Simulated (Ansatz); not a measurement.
Crystal: BaTiO3.

```
CELL_PARAMETERS angstrom
-2.82767 -1.63255 -2.31773
2.82767 -4.89766 0.00000
-2.82767 -1.63255 4.63546
ATOMIC_POSITIONS crystal
Ba 0.01575 0.99511 0.97326
Ba 0.98425 0.50489 0.52674
Ti 0.50386 0.98954 0.50362
Ti 0.46814 0.51046 0.02438
O 0.53055 0.23162 0.73316
O 0.48625 0.75828 0.23994
O 0.47922 0.75734 0.73348
O 0.53758 0.25276 0.23962
O 0.99089 0.02893 0.47950
O 0.04611 0.47107 0.00370
```

Base run:

| Item | Value |
| --- | --- |
| Program | Ansatz 0.2.0 |
| Functional | r2SCAN |
| Potentials or basis | Ansatz PAW |
| Cutoff | 500 eV |
| Density cutoff | 2000 eV |
| k mesh | 7 × 5 × 5 |
| Occupations | fermi-dirac, width 0.05 eV |
| Spin | no spin polarisation |

Its results: band gap on the k mesh 2.63 eV, indirect (least direct gap 2.68 eV); pressure 5.5 GPa; largest force 3.277 eV/Å.

Task: The run is repeated on the same cell with these changes: hubbard terms from none to Ti d U = 5 eV; hubbard projectors from none to ortho-atomic (the default). What comes out?

Result: Band gap on the k mesh 3.22 eV, indirect (least direct gap 3.27 eV); pressure 7.5 GPa; largest force 3.669 eV/Å.

The U term pushes filled and empty states of the shell apart.

Caveats: spin-orbit coupling is left out, which moves the levels of the heavy elements; the PAW data sets come from PBE, with cores solved anew for the run's functional, which leaves a small shift of forces and pressure; forces of over 1 eV/Å show positions far from the minimum, so gaps and moduli don't describe the material at rest.

A k mesh can miss the band edges.

Not every run made on this cell is shown here.
